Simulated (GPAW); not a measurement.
# TiTe (P6_3/mmc) in GPAW: notebook

One crystal, TiTe, is run at these levels: PBEsol; tasks: band structure.

Program: GPAW 26.7.0. These are calculated values, not measurements. Logs are shortened: lines on timing, memory, paths and dates and some standing lists are left out, and cuts for length are marked. The log counts tension as positive stress, the text compression.

## (1) The structure

Symmetry: P6_3/mmc, No. 194, hexagonal system. The conventional cell has a = 3.842 Å, b = 3.842 Å, c = 6.403 Å, α = 90.00°, β = 90.00°, γ = 120.00°. Te (site symmetry -6m2) is surrounded by 6 Ti at 2.74 Å. Ti (site symmetry -3m) is surrounded by 6 Te at 2.74 Å.

## (2) Band structure, PBEsol

Contents of run.py:

```python
from ase import Atoms
from ase.dft.bandgap import bandgap
from ase.io import write
from ase.units import GPa
from gpaw import GPAW, PW, setup_paths

setup_paths.insert(0, '.')

atoms = Atoms(['Te', 'Te', 'Ti', 'Ti'],
              cell=[[3.842, 0.0, 0.0],
                    [-1.921, 3.3272696013, 0.0],
                    [0.0, 0.0, 6.403]],
              scaled_positions=[[0.6666666667, 0.3333333333, 0.75],
                                [0.3333333333, 0.6666666667, 0.25],
                                [0.0, 0.0, 0.5],
                                [0.0, 0.0, 0.0]],
              pbc=True)

calc = GPAW(mode=PW(600),
            xc='PBEsol',
            kpts={'size': (8, 8, 4), 'gamma': True},
            occupations={'name': 'fermi-dirac', 'width': 0.05},
            nbands=34,
            convergence={'density': 1e-05, 'energy': 1e-05},
            maxiter=150,
            txt='gpaw.txt')
atoms.calc = calc
energy = atoms.get_potential_energy()
forces = atoms.get_forces()
stress = atoms.get_stress()
calc.write('gs.gpw')
write('result.traj', atoms)
print(f'Energy: {energy:.6f} eV')
print('Forces (eV/A):')
print(forces.round(4))
print('Stress (GPa):', (stress / GPa).round(3))
print('Fermi level:', round(calc.get_fermi_level(), 4), 'eV')
print(f'Gap: {bandgap(calc)[0]:.4f} eV, direct: {bandgap(calc, direct=True)[0]:.4f} eV')

path = atoms.cell.bandpath('GMKGALHA,LM,KH', npoints=80, eps=1e-4)
bs_calc = calc.fixed_density(kpts=path, symmetry='off', nbands=52,
                             convergence={'bands': 'CBM+6.0', 'eigenstates': 1e-6}, txt='bands.txt')
bs = bs_calc.band_structure()
bs.write('bs.json')
print(f'Gap on the path: {bandgap(bs_calc)[0]:.4f} eV')
```

Potentials or basis: PAW data sets generated in the run's folder for this functional, pw.

On the command line:

```console
$ gpaw-setup -f PBEsol Te Ti
$ OMP_NUM_THREADS=1 python run.py
```

gpaw.txt:

```text
__  _  _
 | _ |_)|_||  |
 |__||  | ||/\| - 26.7.0

Input parameters:
  mode=PW(ecut=600.0),
  convergence={'density': 1e-05, 'energy': 1e-05},
  kpts=MonkhorstPack(size=(8, 8, 4), gamma=True),
  maxiter=150,
  nbands=34,
  occupations=Occupations(name='fermi-dirac', width=0.05),
  xc=XC(name='PBEsol')

Diagonalizing LCAO Hamiltonian
Converting LCAO to pw mode

             Te

       Ti
         Te

       Ti

Atoms  # Å, Bohr magnetons
|   | symbol |         x |        y |        z |    initial magnetic moments |
|---|--------|-----------|----------|----------|-----------------------------|
| 0 |     Te |  1.921000 | 1.109090 | 4.802250 | ( 0.0000,  0.0000,  0.0000) |
| 1 |     Te | -0.000000 | 2.218180 | 1.600750 | ( 0.0000,  0.0000,  0.0000) |
| 2 |     Ti |  0.000000 | 0.000000 | 3.201500 | ( 0.0000,  0.0000,  0.0000) |
| 3 |     Ti |  0.000000 | 0.000000 | 0.000000 | ( 0.0000,  0.0000,  0.0000) |

Unit cell  # Å
| periodic |         x |        y |        z |  lengths |     angles |
|----------|-----------|----------|----------|----------|------------|
|      yes |  3.842000 | 0.000000 | 0.000000 | 3.842000 |  90.000000 |
|      yes | -1.921000 | 3.327270 | 0.000000 | 3.842000 |  90.000000 |
|      yes |  0.000000 | 0.000000 | 6.403000 | 6.403000 | 120.000000 |

Number of symmetries: 12
Symmetry operations  # r_c * U_cc + t_c -> r_c
|    | kind |            matrix            |
|----|------|------------------------------|
|  0 |  σ   |  1, 1, 0,  0,-1, 0,  0, 0, 1 |
|  1 |  S6  |  1, 1, 0, -1, 0, 0,  0, 0,-1 |
|  2 |  E   |  1, 0, 0,  0, 1, 0,  0, 0, 1 |
|  3 |  C2  |  1, 0, 0, -1,-1, 0,  0, 0,-1 |
|  4 |  C2  |  0, 1, 0,  1, 0, 0,  0, 0,-1 |
|  5 |  C3  |  0, 1, 0, -1,-1, 0,  0, 0, 1 |
|  6 |  S6  |  0,-1, 0,  1, 1, 0,  0, 0,-1 |
|  7 |  σ   |  0,-1, 0, -1, 0, 0,  0, 0, 1 |
|  8 |  σ   | -1, 0, 0,  1, 1, 0,  0, 0, 1 |
|  9 |  i   | -1, 0, 0,  0,-1, 0,  0, 0,-1 |
| 10 |  C3  | -1,-1, 0,  1, 0, 0,  0, 0, 1 |
| 11 |  C2  | -1,-1, 0,  0, 1, 0,  0, 0,-1 |

BZ-sampling:
  Number of BZ points: 256
  Number of IBZ points: 35

  Monkhorst-Pack size: [8, 8, 4]
  Monkhorst-Pack shift: [0.0625, 0.0625, 0.125]

K-points  # in reciprocal-cell coordinates
|     |                                coordinates |     weight |
|-----|--------------------------------------------|------------|
|   0 | (  0.00000000,   0.00000000,   0.00000000) | 0.00390625 |
|   1 | (  0.00000000,   0.00000000,   0.25000000) | 0.00781250 |
|   2 | (  0.00000000,   0.00000000,   0.50000000) | 0.00390625 |
|   3 | (  0.12500000,   0.00000000,  -0.25000000) | 0.02343750 |
|   4 | (  0.12500000,   0.00000000,   0.00000000) | 0.02343750 |
|   5 | (  0.12500000,   0.00000000,   0.25000000) | 0.02343750 |
|   6 | (  0.12500000,   0.00000000,   0.50000000) | 0.02343750 |
|   7 | (  0.25000000,  -0.12500000,   0.00000000) | 0.02343750 |
|   8 | (  0.25000000,  -0.12500000,   0.25000000) | 0.04687500 |
|   9 | (  0.25000000,  -0.12500000,   0.50000000) | 0.02343750 |
| ... |                                            |            |
|  34 | (  0.50000000,   0.50000000,   0.50000000) | 0.01171875 |

Plane wave coefficients: 2752
Cutoff: 600.0 eV

Spin-components: 1 (collinear spins)
Bands:           34
Projectors:      22
Spin-degeneracy: 2
Datatype:        complex128

Parallelization:
  kpt:    1
  domain: 1
  band:   1

Density:
  Valence electrons: 36.0
  Components: 1
  Grid points: [24 24 40]
  Charge: 0.0  # |e|

Potential:
  Grid points: [24 24 40]

species:
  Te:
    name:    Tellurium
    Z:       52.0
    valence: 6
    core:    46
    charge:  0.0  # [|e|]
    compensation charges:
      type: gauss
      rc: 0.36  # [Å]
      lmax: 2
    cutoffs:
      filter: 2.09  # [Å]
      core: 3.17  # [Å]
    projectors
    | kind |    occ | energy [eV] | rcut [Å] |
    |------|--------|-------------|----------|
    |   5s |  2.000 |     -15.132 |    1.180 |
    |   5p |  4.000 |      -5.970 |    1.196 |
    |    s |        |      12.080 |    1.180 |
    |    p |        |      21.241 |    1.196 |
    |    d |        |       0.000 |    1.238 |

    Using partial waves for Te as LCAO basis

  Ti:
    name:    Titanium
    Z:       22.0
    valence: 12
    core:    10
    charge:  0.0  # [|e|]
    compensation charges:
      type: gauss
      rc: 0.38  # [Å]
      lmax: 2
    cutoffs:
      filter: 2.23  # [Å]
      core: 1.02  # [Å]
    projectors
    | kind |    occ | energy [eV] | rcut [Å] |
    |------|--------|-------------|----------|
    |   3s |  2.000 |     -62.441 |    1.270 |
    |   4s |  2.000 |      -4.477 |    1.270 |
    |   3p |  6.000 |     -38.776 |    1.058 |
    |   4p |  0.000 |      -1.449 |    1.058 |
    |   3d |  2.000 |      -4.275 |    1.058 |
    |    d |        |      22.937 |    1.058 |

    Using partial waves for Ti as LCAO basis

Reference energy: -415819.312452  # eV

eigensolver:
  PPCG
  Converge bands: occupied
  niter=2

density mixing:
  MSR1-Mixer
  Pratt-step length: 0.05
  Maximum mixing coefficient: 0.75
  Old densities: 10
  SVD Regularization: 0.005
  Good broyden scale: 1.0
  Trust region scale: 1.0
  Backstep threshold: 4.0
  History deletion threshold: 6.0
  Fourier metric: weight=20.0, sigma=0.015

occupation numbers:
  Fermi-Dirac:
    width: 0.0500  # eV

poisson solver:
  ecut: 4800.0  # eV

xc functional:
  name: PBEsol with 2 nearest neighbor stencil

convergence criteria:
- Maximum integral of absolute [dens]ity change: 1e-05 electrons / valence electron
- Maximum [total energy] change in last 3 cyles: 1e-05 eV / valence electron
- Maximum integral of absolute [eigenst]ate change: 4e-08 eV^2 / valence electron
maximum number of iterations: 150

SCF iterations
|iter     | |      energy | eigst |  dens |
|---------|-|-------------|-------|-------|
|iter:   1| |  -24.181223 | +0.40 |       |
|iter:   2| |  -24.200435 | -1.85 | -1.36 |
|iter:   3| |  -24.088668 | -2.26 | -1.40 |
|iter:   4| |  -24.047970 | -2.65 | -1.65 |
|iter:   5| |  -24.035259 | -2.85 | -2.05 |
|iter:   6| |  -24.035846 | -4.31 | -2.51 |
|iter:   7| |  -24.035914 | -5.09 | -3.04 |
|iter:   8| |  -24.035999c| -6.13 | -3.64 |
|iter:   9| |  -24.035909c| -6.36 | -3.12 |
|iter:  10| |  -24.035909c| -7.79c| -4.31 |
|iter:  11| |  -24.035909c| -8.31c| -4.73 |
|iter:  12| |  -24.035909c| -8.93c| -5.67c|

Converged in 12 steps
Energy contributions relative to reference atoms: (reference = -415819.312452)

Energy contributions:
  Kinetic:          45.374535
  Coulomb:         -38.893894
  Zero:              0.081068
  External:          0.000000
  Xc:              -30.580240
  Entropy:          -0.034756
  Spinorbit:         0.000000
  ----------------------------
  Free energy:     -24.053287
  Extrapolated:    -24.035909

dipole moment: (-12.184064, -21.103418, -20.305808)  # |e|*Ang

Fermi level: 9.951
Eigenvalues  # (at kpt = [0.000, 0.000, 0.000])
| band index |      eig [eV] | occ [0-2] |
|------------|---------------|-----------|
|          0 |       -47.115 |     2.000 |
|        ... |               |           |
|         13 |         8.265 |     2.000 |
|         14 |         8.865 |     2.000 |
|         15 |         9.071 |     2.000 |
|         16 |         9.071 |     2.000 |
|         17 |         9.376 |     2.000 |
|         18 |         9.376 |     2.000 |
[... 8 lines left out ...]
|         27 |        14.344 |     0.000 |
|         28 |        15.698 |     0.000 |
|        ... |               |           |
|         33 |        22.575 |     0.000 |

No gap
No difference between direct/indirect transitions

Forces  # eV/Ang
|        x |       y |        z |
|----------|---------|----------|
|  0.00000 | 0.00000 |  0.00004 |  # Te   0
| -0.00000 | 0.00000 | -0.00004 |  # Te   1
| -0.00000 | 0.00000 |  0.00000 |  # Ti   2
|  0.00000 | 0.00000 |  0.00000 |  # Ti   3

Stress tensor  # eV/Ang^3
|         x |         y |         z |
|-----------|-----------|-----------|
| -0.005959 |  0.000000 |  0.000000 |
|  0.000000 | -0.005959 |  0.000000 |
|  0.000000 |  0.000000 | -0.042222 |

# Writing to gs.gpw (mode='')
```

Run time: 3.5 min. Hardware: 1 thread of Arm Neoverse V1, shared host; peak memory 0.51 GiB.

What came out:

```yaml
Free_energy: -24.0533 eV
Pressure: 2.9 GPa
Band_gap_along_the_path: none (metal or under the smearing width)
```

Levels at the corners of the path, in eV from the Fermi level:
| point | band 16 | band 17 | band 18 | band 19 | band 20 | band 21 |
| --- | --- | --- | --- | --- | --- | --- |
| Γ | -0.88 | -0.88 | -0.58 | -0.58 | -0.43 | -0.43 |
| M | -3.04 | -1.93 | -0.09 | 0.55 | 0.69 | 0.81 |
| K | -4.00 | -0.16 | 0.42 | 0.42 | 0.42 | 0.42 |
| Γ | -0.88 | -0.88 | -0.58 | -0.58 | -0.43 | -0.43 |
| A | -2.91 | -0.05 | -0.05 | -0.05 | -0.05 | 0.28 |
| L | -3.48 | -0.94 | -0.94 | 0.84 | 0.84 | 1.07 |
| H | -3.78 | -0.31 | -0.31 | 0.44 | 0.44 | 1.25 |
| A | -2.91 | -0.05 | -0.05 | -0.05 | -0.05 | 0.28 |
| L | -3.48 | -0.94 | -0.94 | 0.84 | 0.84 | 1.07 |
| M | -3.04 | -1.93 | -0.09 | 0.55 | 0.69 | 0.81 |
| K | -4.00 | -0.16 | 0.42 | 0.42 | 0.42 | 0.42 |
| H | -3.78 | -0.31 | -0.31 | 0.44 | 0.44 | 1.25 |

Caveat: spin-orbit coupling is left out, which moves the levels of the heavy elements.

## (3) Band structure, PBEsol, spin-orbit coupling, no magnetisation

Changes to run.py since step 2:

```diff
@@ -1 +1,2 @@
+import numpy as np
 from ase import Atoms
@@ -5,2 +6,3 @@
 from gpaw import GPAW, PW, setup_paths
+from gpaw.spinorbit import soc_eigenstates
 
@@ -45 +47,7 @@
 print(f'Gap on the path: {bandgap(bs_calc)[0]:.4f} eV')
+
+soc = soc_eigenstates(bs_calc, theta=0, phi=0)
+np.savetxt('soc_bands.dat', soc.eigenvalues(), fmt='%.4f')
+mesh = soc_eigenstates('gs.gpw', theta=0, phi=0)
+np.savetxt('soc_mesh.dat', mesh.eigenvalues(), fmt='%.4f')
+print('Fermi level with spin-orbit coupling:', round(mesh.fermi_level, 4), 'eV')
```

Potentials or basis: PAW data sets generated in the run's folder for this functional, pw.

On the command line:

```console
$ gpaw-setup -f PBEsol Te Ti
$ OMP_NUM_THREADS=1 python run.py
```

gpaw.txt:

```text
__  _  _
 | _ |_)|_||  |
 |__||  | ||/\| - 26.7.0

Input parameters:
  mode=PW(ecut=600.0),
  convergence={'density': 1e-05, 'energy': 1e-05},
  kpts=MonkhorstPack(size=(8, 8, 4), gamma=True),
  maxiter=150,
  nbands=34,
  occupations=Occupations(name='fermi-dirac', width=0.05),
  xc=XC(name='PBEsol')

Diagonalizing LCAO Hamiltonian
Converting LCAO to pw mode

             Te

       Ti
         Te

       Ti

Atoms  # Å, Bohr magnetons
|   | symbol |         x |        y |        z |    initial magnetic moments |
|---|--------|-----------|----------|----------|-----------------------------|
| 0 |     Te |  1.921000 | 1.109090 | 4.802250 | ( 0.0000,  0.0000,  0.0000) |
| 1 |     Te | -0.000000 | 2.218180 | 1.600750 | ( 0.0000,  0.0000,  0.0000) |
| 2 |     Ti |  0.000000 | 0.000000 | 3.201500 | ( 0.0000,  0.0000,  0.0000) |
| 3 |     Ti |  0.000000 | 0.000000 | 0.000000 | ( 0.0000,  0.0000,  0.0000) |

Unit cell  # Å
| periodic |         x |        y |        z |  lengths |     angles |
[... 174 lines left out ...]
  Coulomb:         -38.893894
  Zero:              0.081068
  External:          0.000000
  Xc:              -30.580240
  Entropy:          -0.034756
  Spinorbit:         0.000000
  ----------------------------
  Free energy:     -24.053287
  Extrapolated:    -24.035909

dipole moment: (-12.184064, -21.103418, -20.305808)  # |e|*Ang

Fermi level: 9.951
Eigenvalues  # (at kpt = [0.000, 0.000, 0.000])
| band index |      eig [eV] | occ [0-2] |
|------------|---------------|-----------|
|          0 |       -47.115 |     2.000 |
|        ... |               |           |
|         13 |         8.265 |     2.000 |
|         14 |         8.865 |     2.000 |
|         15 |         9.071 |     2.000 |
|         16 |         9.071 |     2.000 |
|         17 |         9.376 |     2.000 |
|         18 |         9.376 |     2.000 |
[... 8 lines left out ...]
|         27 |        14.344 |     0.000 |
|         28 |        15.698 |     0.000 |
|        ... |               |           |
|         33 |        22.575 |     0.000 |

No gap
No difference between direct/indirect transitions

Forces  # eV/Ang
|        x |       y |        z |
|----------|---------|----------|
|  0.00000 | 0.00000 |  0.00004 |  # Te   0
| -0.00000 | 0.00000 | -0.00004 |  # Te   1
| -0.00000 | 0.00000 |  0.00000 |  # Ti   2
|  0.00000 | 0.00000 |  0.00000 |  # Ti   3

Stress tensor  # eV/Ang^3
|         x |         y |         z |
|-----------|-----------|-----------|
| -0.005959 |  0.000000 |  0.000000 |
|  0.000000 | -0.005959 |  0.000000 |
|  0.000000 |  0.000000 | -0.042222 |

# Writing to gs.gpw (mode='')
```

Wall time 3.6 min (1 thread of Arm Neoverse V1, shared host); peak memory 0.59 GiB.

What came out:

| Item | Value |
| --- | --- |
| Free energy | -24.0533 eV |
| Pressure | 2.9 GPa |
| Band gap along the path | none (metal or under the smearing width) |

Levels at the corners of the path, in eV from the Fermi level:
```tsv
point	band 33	band 34	band 35	band 36	band 37	band 38	band 39	band 40
Γ	-0.58	-0.58	-0.57	-0.57	-0.47	-0.47	-0.43	-0.43
M	-1.93	-1.93	-0.09	-0.09	0.56	0.56	0.70	0.70
K	-0.16	-0.16	0.37	0.37	0.42	0.42	0.44	0.44
Γ	-0.58	-0.58	-0.57	-0.57	-0.47	-0.47	-0.43	-0.43
A	-0.05	-0.05	-0.05	-0.05	-0.05	-0.05	-0.05	-0.05
L	-0.94	-0.94	-0.94	-0.94	0.84	0.84	0.84	0.84
H	-0.30	-0.30	-0.30	-0.30	0.43	0.43	0.45	0.45
A	-0.05	-0.05	-0.05	-0.05	-0.05	-0.05	-0.05	-0.05
L	-0.94	-0.94	-0.94	-0.94	0.84	0.84	0.84	0.84
M	-1.93	-1.93	-0.09	-0.09	0.56	0.56	0.70	0.70
K	-0.16	-0.16	0.37	0.37	0.42	0.42	0.44	0.44
H	-0.30	-0.30	-0.30	-0.30	0.43	0.43	0.45	0.45
```

Caveat: spin-orbit coupling was added after a scalar SCF, so levels and gaps hold it while energy, forces, pressure and moments don't; this program's spin-orbit splittings come out too wide for heavy elements.
